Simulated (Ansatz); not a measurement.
Write the native input for Ansatz 0.2.0 that does the following.

| Item | Value |
| --- | --- |
| Task | relaxation of cell and atoms |
| Functional | PBE |
| Potentials or basis | all-electron LAPW, scalar-relativistic |
| Basis error allowed | 0.001 eV/atom |
| k mesh | 13 × 13 × 13 |
| Occupations | fermi-dirac, width 0.05 eV |
| Spin | collinear spin, ferromagnetic start |
| Starting moments | [3.0] μB |

Crystal: Fe.

```xyz
1
Lattice="-1.4430 1.4430 1.4430 1.4430 -1.4430 1.4430 1.4430 1.4430 -1.4430" Properties=species:S:1:pos:R:3 pbc="T T T"
Fe    0.0000    0.0000    0.0000
```

One way to write it, as run:

input.yaml

```yaml
crystal:
  lattice:
    - [-1.443, 1.443, 1.443]
    - [1.443, -1.443, 1.443]
    - [1.443, 1.443, -1.443]
  atoms:
    - { symbol: Fe, position: [0.0, 0.0, 0.0], spin: 3.0 }
kpoints:
  mp_grid: { grid: [13, 13, 13] }
scf:
  occupations: { method: fermi_dirac, width: 0.05 }
hamiltonian:
  xc: pbe
  pseudopotentials: { kind: all_electron, lapw: { basis_error: 0.001 } }
magnetization:
  spin_polarized: true
output:
  forces: true
  stress: true
relax:
  f_tol: 0.02
  max_steps: 60
  cell: {}
```

Potentials or basis: all-electron LAPW, scalar-relativistic.

Command:

```console
$ ansatz run input.yaml --threads 2 --pin off --max-ram 6144MiB --backend cpu --events-out ev --progress --plain --runs-dir out
```

Results of the run:

| Property | Result |
| --- | --- |
| Relaxed volume | 11.30 Å³/atom |
| Relaxed cell | a = 2.448 Å, b = 2.448 Å, c = 2.448 Å, α = 109.47°, β = 109.47°, γ = 109.47° |
| Space group after relaxing (to 0.05 Å) | Im-3m (No. 229) |
| Energy gained by relaxing | 24.6 meV/atom |
| Ionic steps | 5 |
| Pressure after relaxing | 0.0 GPa |
| Net moment | 2.11 μB per cell |
| Absolute moment | 2.23 μB per cell |
| Site moments | Fe +2.17 μB |

Run time: 25 s on 2 threads of Arm Neoverse V1, with other jobs on the host, peak memory 0.35 GiB.
